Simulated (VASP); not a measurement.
Wanted: the native input for a VASP 6.6.1 run.

```
Task                   : relaxation of cell and atoms
Functional             : PBE
Dispersion             : D3(BJ)
Potentials or basis    : VASP PAW PBE potentials, release 64 (Zr_sv, Se)
Cutoff                 : 600 eV
k mesh                 : 9 × 9 × 5
Occupations            : gaussian, width 0.03 eV
Spin                   : no spin polarisation
Further INCAR settings : ALGO = Normal; EDIFF = 1e-07; IBRION = 2; EDIFFG = -0.005; NSW = 90; ISIF = 3
```

The structure of ZrSe2 lies in POSCAR:

```
ZrSe2                                   
1.0
    3.7403501874      0.0000000000      0.0000000000
   -1.8701750937      3.2392382814     -0.0000000000
    0.0000000000      0.0000000000      6.0280666929
  Zr              Se            
     1     2
Direct
     0.0000000000000000    0.0000000000000000    0.0000000000000000
     0.3333333332999970    0.6666666667000030    0.2649979648619340
     0.6666666667000030    0.3333333332999970    0.7350020351380662
```

One way to write it, as run:

INCAR

```
PREC = Accurate
ENCUT = 600
EDIFF = 1E-7
ISMEAR = 0
SIGMA = 0.03
LREAL = False
LASPH = True
NELM = 80
ALGO = Normal
ISIF = 3
LWAVE = False
LCHARG = False
GGA = PE
IVDW = 12
IBRION = 2
NSW = 90
EDIFFG = -0.005
KPAR = 2
```

KPOINTS

```
regular mesh
0
Gamma
  9 9 5
```

Potentials or basis: VASP PAW PBE potentials, release 64 (Zr_sv, Se).

The run is started by

```bash
$ cat potpaw_PBE.64/Zr_sv/POTCAR potpaw_PBE.64/Se/POTCAR > POTCAR
$ mpirun -np 2 vasp_std > vasp.out
```

It gave:

- Relaxed volume: 24.34 Å³/atom
- Relaxed cell: a = 3.739 Å, b = 3.739 Å, c = 6.032 Å, α = 90.00°, β = 90.00°, γ = 120.00°
- Space group after relaxing (to 0.05 Å): P-3m1 (No. 164)
- Energy gained by relaxing: 0.0 meV/atom
- Ionic steps: 5
- Pressure after relaxing: 0.0 GPa
- Band gap on the k mesh: 0.05 eV, indirect (least direct gap 0.94 eV)
- Dispersion energy per atom: -0.405 eV

Caveat: an odd mesh through Γ misses points on the zone boundary, where band edges often lie.

It took 77 s on 2 MPI ranks on Intel(R) Xeon(R) Platinum 8488C (Sapphire Rapids), with other jobs on the host, peak memory 0.24 GiB a rank.
